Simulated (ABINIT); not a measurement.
A run of ABINIT 10.8.3 (patched build) is set up as follows.

File run.abi:

```
# Pseudopotentials
pp_dirpath "./"
pseudos "Cd.GGA_PBE-JTH.xml, S.GGA_PBE-JTH.xml"

# Structure
acell 4.1245538547 4.1245538547 4.1245538547 Angstrom
rprim
     0.0000000000     0.7071067812     0.7071067812
     0.7071067812     0.0000000000     0.7071067812
     0.7071067812     0.7071067812     0.0000000000
ntypat 2
znucl 48 16
natom 2
typat 1 2
xred
     0.0000000000     0.0000000000     0.0000000000
     0.7500000000     0.7500000000     0.7500000000

# Plane-wave basis
ecut 24.0
pawecutdg 46.0

# k points
kptopt 1
ngkpt 10 10 10
nshiftk 1
shiftk 0.0 0.0 0.0

# Exchange and correlation
ixc -497498
usekden 1
pawxcdev 0

# Bands and occupations
nband 13
occopt 3
tsmear 0.05 eV

# SCF cycle
nstep 100
tolvrs 1.0e-7

# Output
iomode 3
prtwf 0
prtden 0
prteig 0
prtebands 0
enunit 2
```

Potentials or basis: JTH PAW PBE v2.0.

Run with:

```console
$ abinit run.abi > log 2>&1
```

**Question.** What does it give for the band gap on the k mesh?

**Answer.** 1.56 eV, direct.

**Question.** Estimate the pressure.

**Answer.** 1.4 GPa.

Caveat: the PAW data sets were made with another functional, which shifts forces and pressure a little. r2SCAN opens gaps a little over a GGA but as a rule still falls short of measured ones.
